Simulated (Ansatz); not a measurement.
Crystal: V.

```
CELL_PARAMETERS angstrom
-1.51435 1.51435 1.51435
1.51435 -1.51435 1.51435
1.51435 1.51435 -1.51435
ATOMIC_POSITIONS crystal
V 0.00000 0.00000 0.00000
```

- Program: Ansatz 0.2.0
- Task: relaxation of cell and atoms
- Functional: RPBE
- Dispersion: D4
- Potentials or basis: all-electron PAW datasets made for the crystal
- Density cutoff: 1200 eV
- k mesh: 12 × 12 × 12
- Occupations: gaussian, width 0.1 eV
- Spin: collinear spin, ferromagnetic start
- Starting moments: [2.0] μB

At the start: volume 13.89 Å³/atom.

Problem. Where does the relaxation end?

Solution. Over 5 steps the energy falls by 16.4 meV/atom and the volume is 13.25 Å³/atom (-4.6 %); space group Im-3m (No. 229, to 0.05 Å); moment 0.00 μB per cell.

Step by step:
| step | energy change (eV) | largest force (eV/Å) | volume (Å³) |
| --- | --- | --- | --- |
| 1 | 0.0000 | 0.0000 | 13.89 |
| 2 | -0.0161 | 0.0000 | 13.16 |
| 3 | -0.0165 | 0.0000 | 13.25 |
| 4 | -0.0165 | 0.0000 | 13.25 |
| 5 | -0.0164 | 0.0000 | 13.25 |

Final structure:
```
V
1.0
    -1.49065    1.49065    1.49065
     1.49065   -1.49065    1.49065
     1.49065    1.49065   -1.49065
V
1
Direct
  0.00000 0.00000 0.00000
```

Caveat: the program listed the state as in doubt; pairwise dispersion overbinds metals, which lowers pressure and volume; the starting moments weren't kept.
